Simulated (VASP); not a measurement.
# Li15S8 (a cell with a defect) in VASP: a series of runs, part 3 of 3

VASP 6.6.1. The steps go on from the part before.

### Step 6. Single point, PBE

INCAR reads:

```
SYSTEM = Li15S8
PREC = Accurate
ENCUT = 520
EDIFF = 1E-6
ISMEAR = 0
SIGMA = 0.02
LREAL = Auto
LASPH = .TRUE.
NELM = 100
ALGO = Normal
ISIF = 2
LWAVE = .FALSE.
LCHARG = .TRUE.
GGA = PE
LELF = .TRUE.
LVHAR = .TRUE.
NELECT = 94.0
NBANDS = 64
```

KPOINTS reads:

```
Automatic mesh
0
G
  2 2 2
  0 0 0
```

POSCAR reads:

```
Li15S8
1.0
    0.0000000000      5.7056319347     -5.7056319347
    5.7056319347      5.7056319347      0.0000000000
    5.7056319347      0.0000000000     -5.7056319347
Li S
15 8
Direct
    0.2500000029      0.5000000057      0.2500000029
    0.3741627614      0.8758372529      0.3741627614
    0.8737154021      0.3844242890      0.3728877930
    0.8737153145      0.8689726321      0.3728877054
    0.3728877054      0.3844243767      0.8737153145
    0.3728877054      0.8689726321      0.8737153145
    0.8820463811      0.3679536332      0.8820463811
    0.8870910458      0.8629089742      0.8870910458
    0.1258372444      0.1241627585      0.1258372444
    0.6262846151      0.1310274670      0.1271122127
    0.6262846151      0.6155757224      0.1271122127
    0.1271122127      0.1310274670      0.6262846151
    0.1271122127      0.6155757224      0.6262846151
    0.6129089714      0.1370910372      0.6129089714
    0.6179536360      0.6320463783      0.6179536360
   -0.0234265024      0.5000000057      0.5234265081
   -0.0021643527      0.0000000000      0.5021643584
    0.4975421710      0.5065790316      0.4975421710
    0.4975421710     -0.0016633565      0.4975421710
    0.0024578347      0.4934209799      1.0024578461
    0.0024578347      0.0016633565      1.0024578461
    0.5234265081      0.5000000057      0.9765735091
    0.5021643584      0.0000000000      0.9978356587
```

Potentials or basis: VASP PAW PBE potentials, release 64 (Li_sv, S).

Started as:

```sh
$ cat potpaw_PBE.64/Li_sv/POTCAR potpaw_PBE.64/S/POTCAR > POTCAR
$ mpirun -np 1 vasp_std > vasp.out
```

OUTCAR:

```text
SYSTEM = Li15S8
   PREC = Accurate
   ENCUT = 520
   EDIFF = 1E-6
   ISMEAR = 0
   LREAL = Auto
   LASPH = .TRUE.
   NELM = 100
   ISIF = 2
   GGA = PE
   NELECT = 94.0

 ion  position               nearest neighbor table
   1  0.250  0.500  0.250-  22 2.21  16 2.21
   2  0.374  0.876  0.374-  19 2.43  18 2.43  23 2.48  17 2.48
   3  0.874  0.384  0.373-  16 2.44  20 2.44  18 2.48  17 2.53
   4  0.874  0.869  0.373-  16 2.44  21 2.44  19 2.48  17 2.53
   5  0.373  0.384  0.874-  22 2.44  20 2.44  18 2.48  23 2.53
   6  0.373  0.869  0.874-  22 2.44  21 2.44  19 2.48  23 2.53
   7  0.882  0.368  0.882-  22 2.37  16 2.37  20 2.41  21 2.41
   8  0.887  0.863  0.887-  21 2.44  20 2.44  23 2.54  17 2.54
   9  0.126  0.124  0.126-  21 2.43  20 2.43  23 2.48  17 2.48
  10  0.626  0.131  0.127-  22 2.44  19 2.44  21 2.48  23 2.53
  11  0.626  0.616  0.127-  22 2.44  18 2.44  20 2.48  23 2.53
  12  0.127  0.131  0.626-  16 2.44  19 2.44  21 2.48  17 2.53
  13  0.127  0.616  0.626-  16 2.44  18 2.44  20 2.48  17 2.53
  14  0.613  0.137  0.613-  18 2.44  19 2.44  17 2.54  23 2.54
  15  0.618  0.632  0.618-  16 2.37  22 2.37  19 2.41  18 2.41
  16  0.977  0.500  0.523-   1 2.21  15 2.37   7 2.37   3 2.44  12 2.44  13 2.44   4 2.44
  17  0.998  0.000  0.502-   9 2.48   2 2.48  13 2.53  12 2.53   3 2.53   4 2.53  14 2.54   8 2.54

  18  0.498  0.507  0.498-  15 2.41   2 2.43  14 2.44  11 2.44  13 2.44   5 2.48   3 2.48
  19  0.498  0.998  0.498-  15 2.41   2 2.43  14 2.44  10 2.44  12 2.44   4 2.48   6 2.48
  20  0.002  0.493  0.002-   7 2.41   9 2.43   8 2.44   5 2.44   3 2.44  11 2.48  13 2.48
  21  0.002  0.002  0.002-   7 2.41   9 2.43   8 2.44   4 2.44   6 2.44  10 2.48  12 2.48
  22  0.523  0.500  0.977-   1 2.21   7 2.37  15 2.37  11 2.44  10 2.44   5 2.44   6 2.44
  23  0.502  0.000  0.998-   2 2.48   9 2.48  11 2.53  10 2.53   6 2.53   5 2.53  14 2.54   8 2.54

  LATTYP: Found a face centered cubic cell.
 ALAT       =    11.4112638694

  Lattice vectors:

 A1 = (   0.0000000000,   5.7056319347,  -5.7056319347)
 A2 = (   5.7056319347,   5.7056319347,   0.0000000000)
 A3 = (   5.7056319347,   0.0000000000,  -5.7056319347)

Analysis of symmetry for initial positions (statically):
=====================================================================
 Subroutine PRICEL returns:
 Original cell was already a primitive cell.

 Routine SETGRP: Setting up the symmetry group for a
 face centered cubic supercell.

 Subroutine GETGRP returns: Found  8 space group operations
 (whereof  2 operations were pure point group operations)
 out of a pool of 48 trial point group operations.

The static configuration has the point symmetry C_1h.
 The point group associated with its full space group is D_2h.

Analysis of symmetry for dynamics (positions and initial velocities):
=====================================================================
 Subroutine PRICEL returns:
 Original cell was already a primitive cell.

 Routine SETGRP: Setting up the symmetry group for a
 face centered cubic supercell.

 Subroutine GETGRP returns: Found  8 space group operations
 (whereof  2 operations were pure point group operations)
 out of a pool of 48 trial point group operations.

The dynamic configuration has the point symmetry C_1h.
 The point group associated with its full space group is D_2h.

[... 99 lines left out ...]
  0.000000  0.500000  0.000000      2.000000
  0.500000  0.500000  0.000000      2.000000
  0.500000  0.000000  0.500000      1.000000
   k-points           NKPTS =      5   k-points in BZ     NKDIM =      5   number of bands    NBANDS=     64
   number of dos      NEDOS =    301   number of ions     NIONS =     23
   total plane-waves  NPLWV = 216000
   dimension x,y,z NGX =    60 NGY =   60 NGZ =   60
   dimension x,y,z NGXF=   120 NGYF=  120 NGZF=  120
   ions per type =              15   8
   NGX,Y,Z   is equivalent  to a cutoff of  12.36, 12.36, 12.36 a.u.
   NGXF,Y,Z  is equivalent  to a cutoff of  24.72, 24.72, 24.72 a.u.
 SYSTEM =  Li15S8
   PREC   = accura    normal or accurate (medium, high low for compatibility)
   ISTART =      0    job   : 0-new  1-cont  2-samecut
   ICHARG =      2    charge: 1-file 2-atom 10-const
   ISPIN  =      1    spin polarized calculation?
   LNONCOLLINEAR =      F non collinear calculations
   LSORBIT =      F    spin-orbit coupling
   LASPH  =      T    aspherical Exc in radial PAW
   ENCUT  =  520.0 eV  38.22 Ry    6.18 a.u.  15.00 15.00 15.00*2*pi/ulx,y,z
   NELM   =    100;   NELMIN=  2; NELMDL= -5     # of ELM steps
   EDIFF  = 0.1E-05   stopping-criterion for ELM
   LREAL  =      T    real-space projection
   EDIFFG = 0.1E-04   stopping-criterion for IOM
   NSW    =      0    number of steps for IOM
   IBRION =     -1    ionic relax: 0-MD 1-quasi-New 2-CG
   NFREE  =      0    steps in history (QN), initial steepest desc. (CG)
   ISIF   =      2    stress and relaxation
   ISYM   =      2    0-nonsym 1-usesym 2-fastsym
   POTIM  = 0.5000    time-step for ionic-motion
   TEBEG  =    0.0;   TEEND  =   0.0 temperature during run
   PSTRESS=    0.0 pullay stress
   NELECT =      94.0000    total number of electrons
   NUPDOWN=      -1.0000    fix difference up-down
   EMIN   =  10.00;   EMAX   =-10.00  energy-range for DOS
   EFERMI =   0.00;   METHOD = LEGACY
   ISMEAR =     0;   SIGMA  =   0.02  broadening in eV -4-tet -1-fermi 0-gaus
   EFERMI_NEDOS =   21; number of points for ismear=-14 and -15
   IALGO  =     38    algorithm
   IMIX   =      4    mixing-type and parameters
     AMIX     =   0.40;   BMIX     =  1.00
     AMIX_MAG =   1.60;   BMIX_MAG =  1.00
  volume/ion in A,a.u.               =      16.15       109.00
  Fermi-wavevector in a.u.,A,eV,Ry     =   1.035469  1.956752 14.588108  1.072196
  Thomas-Fermi vector in A             =   2.169814
   LORBIT       =      0    0 simple, 1 ext, 2 COOP (PROOUT), +10 PAW based schemes
   GGA     = PE    functional components
   LHFCALC =     F    Hartree Fock is set to
   AEXX    =    0.0000 exact exchange contribution
   IVDW    =     0    specifies the selected vdW correction
   LEPSILON=     F    determine dielectric tensor
   LRPA    =     F    only Hartree local field effects (RPA)
 non-spin polarized calculation
 Gauss-broadening in eV      SIGMA  =   0.02
  energy-cutoff  :      520.00
  volume of cell :      371.48
 maximum number of plane-waves:     10086
 NGX is ok and might be reduce to    60
   NGX = 29   NGY = 29   NGZ = 29

 number of electron      93.9999970 magnetization

 Free energy of the ion-electron system (eV)
  ---------------------------------------------------
  ext. energy  EPLUGINS =         0.00000000
  ---------------------------------------------------
  free energy    TOTEN  =       -89.07154339 eV

  energy without entropy =      -89.07154339  energy(sigma->0) =      -89.07154339

 E-fermi :   1.5438     XC(G=0):  -8.4256

 val. band max:        1.3619546205   @ k =   0.0000   0.0000   0.0000
 cond. band min:       4.5541276630   @ k =   0.0000   0.0000   0.0000
 fundamental gap:      3.1921730425
 Fermi energy:         1.5438184935

 k-point     1 :       0.0000    0.0000    0.0000
  band No.  band energies     occupation
      1     -43.2640      2.00000
      2     -43.0466      2.00000
      3     -43.0407      2.00000
      4     -43.0386      2.00000
      5     -43.0344      2.00000
      6     -43.0328      2.00000
[... 299 lines left out ...]
     58       8.0068      0.00000
     59       8.0411      0.00000
 [bands above 59 left out]

------------------------ aborting loop because EDIFF is reached ----------------------------------------

  FORCE on cell =-STRESS in cart. coord.  units (eV):
  Direction    XX          YY          ZZ          XY          YZ          ZX
  --------------------------------------------------------------------------------------
  -------------------------------------------------------------------------------------
  Total        7.4298712      7.4298712      5.6029374     -1.0852645      0.0000000     -0.0000000
  in kB       32.0442871     32.0442871     24.1649055     -4.6806367      0.0000000     -0.0000000
  external PRESSURE =      29.4178266 kB  Pullay stress =       0.0000000 kB

 VOLUME and BASIS-vectors are now :
 -----------------------------------------------------------------------------
  energy-cutoff  :      520.00
  volume of cell :      371.48
      direct lattice vectors                 reciprocal lattice vectors
     0.000000000  5.705631935 -5.705631935    -0.087632712  0.087632712 -0.087632712
     5.705631935  5.705631935  0.000000000     0.087632712  0.087632712  0.087632712
     5.705631935  0.000000000 -5.705631935     0.087632712 -0.087632712 -0.087632712

 POSITION                                       TOTAL-FORCE (eV/Angst)
 -----------------------------------------------------------------------------------
      4.27922      4.27922     -2.85282         0.000000     -0.000000     -0.000000
      7.13204      7.13204     -4.26967         0.000000     -0.000000      0.001056
      4.32094      7.17848     -7.11266        -0.004902     -0.000483     -0.003235
      7.08560      9.94314     -7.11266         0.000483      0.004902     -0.003235
      7.17848      4.32094     -7.11266        -0.000483     -0.004902     -0.003235
      9.94314      7.08560     -7.11266         0.004902      0.000483     -0.003235
[... 15 lines left out ...]
      8.42478      5.83929     -8.55845        -0.013094      0.013094     -0.000000
      5.69328      2.86516     -8.55845        -0.003364      0.003364     -0.000000
 -----------------------------------------------------------------------------------
    total drift:                               -0.000215     -0.000425     -0.001186

  FREE ENERGIE OF THE ION-ELECTRON SYSTEM (eV)
  ---------------------------------------------------
  free  energy   TOTEN  =       -89.0715433903 eV

  energy  without entropy=      -89.0715433903  energy(sigma->0) =      -89.07154339
```

Wall time 5.9 min (1 thread of AMD EPYC 7R43 (Zen 3), shared host); peak memory 0.42 GiB.

Results:

```
Free energy            : -89.0715 eV
Largest force          : 0.021 eV/Å
Band gap on the k mesh : 3.19 eV, direct
```

Forces on the atoms (eV/Å):
```
Li   0.000  0.000  0.000
Li   0.000  0.000  0.001
Li  -0.005  0.000 -0.003
Li   0.000  0.005 -0.003
Li   0.000 -0.005 -0.003
Li   0.005  0.000 -0.003
Li   0.000  0.000  0.021
Li   0.000  0.000  0.005
Li   0.000  0.000 -0.001
Li   0.000 -0.005  0.003
Li   0.005  0.000  0.003
Li  -0.005  0.000  0.003
Li   0.000  0.005  0.003
Li   0.000  0.000 -0.005
Li   0.000  0.000 -0.021
S    0.013 -0.013  0.000
S    0.003 -0.003  0.000
S   -0.004 -0.004  0.010
S    0.004  0.004  0.010
S    0.004  0.004 -0.010
S   -0.004 -0.004 -0.010
S   -0.013  0.013  0.000
S   -0.003  0.003  0.000
```

Caveat: the k mesh is coarse (spacing up to 0.48 Å⁻¹), so the values aren't converged; the cell carries a net charge on a neutralising background, which shifts energy and pressure; the cell is charged against a uniform background, so pressure and absolute levels hang on convention; the cutoff is under 1.25 times the usual one of these potentials, so pressure, stress and relaxed cells hold a basis-set (Pulay) error.
